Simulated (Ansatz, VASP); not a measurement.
## Si in VASP and in Ansatz

```
CELL_PARAMETERS angstrom
0.00000 2.70166 2.70166
2.70166 0.00000 2.70166
2.70166 2.70166 0.00000
ATOMIC_POSITIONS crystal
Si 0.50000 0.50000 0.50000
Si 0.75000 0.75000 0.75000
```

Alike in both runs: task single point; functional LDA; k mesh 10 × 10 × 10; occupations gaussian, width 0.6 eV; no spin polarisation.

|  | VASP | Ansatz |
| --- | --- | --- |
| version | VASP 6.6.1 | Ansatz 0.2.0 |
| potentials or method | VASP PAW LDA potentials, release 64 (Si) | plane waves (420 eV) with PAW, scalar-relativistic |
| plane-wave cutoff (eV) | 520 | 420 |
| valence electrons in the cell | 8 | 8 |

|  | VASP | Ansatz | Ansatz less VASP |
| --- | --- | --- | --- |
| pressure (GPa) | -0.1 | -0.2 | -0.04 |

Ansatz warned: «pseudo_functional_mismatch».
